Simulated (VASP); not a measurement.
The system is TiO2.

```
CELL_PARAMETERS angstrom
4.59984 0.00000 0.00000
0.00000 4.59984 0.00000
0.00000 0.00000 2.95921
ATOMIC_POSITIONS crystal
Ti 0.00000 0.00000 0.50000
Ti 0.50000 0.50000 0.00000
O 0.30432 0.30432 0.50000
O 0.19568 0.80432 0.00000
O 0.80432 0.19568 0.00000
O 0.69568 0.69568 0.50000
```

The cell is a database's computed one.

```yaml
Program: VASP 6.6.1
Task: relaxation of cell and atoms
Functional: BEEF-vdW
Potentials_or_basis: VASP PAW PBE potentials, release 64 (Ti_sv, O)
Cutoff: 600 eV
k_mesh: 6 × 6 × 9
Occupations: fermi-dirac, width 0.05 eV
Spin: no spin polarisation
```

At the start: pressure 6.6 GPa; volume 10.44 Å³/atom.

Question: How do energy, volume and symmetry change on relaxing?

Answer: Over 9 steps the energy falls by 6.3 meV/atom and the volume is 10.76 Å³/atom (+3.1 %); space group P4_2/mnm (No. 136, to 0.05 Å).

Step by step:
```tsv
step	energy change (eV)	largest force (eV/Å)	pressure (GPa)	volume (Å³)
1	0.0000	0.0489	6.60	62.61
2	0.0153	0.2581	-6.96	66.59
3	-0.0354	0.0987	0.00	64.38
4	-0.0354	0.0958	0.12	64.34
5	-0.0374	0.0277	0.14	64.45
6	-0.0377	0.0087	0.13	64.50
7	-0.0377	0.0066	0.13	64.50
8	-0.0377	0.0039	-0.14	64.58
9	-0.0377	0.0021	-0.02	64.53
```

Final structure:
```
Ti O
1.0
     4.65505    0.00000    0.00000
     0.00000    4.65505    0.00000
     0.00000    0.00000    2.97807
Ti O
2 4
Direct
  0.00000 0.00000 0.50000
  0.50000 0.50000 0.00000
  0.30507 0.30507 0.50000
  0.19493 0.80507 0.00000
  0.80507 0.19493 0.00000
  0.69493 0.69493 0.50000
```

Caveat: the PAW data sets were made with another functional, which shifts forces and pressure a little.
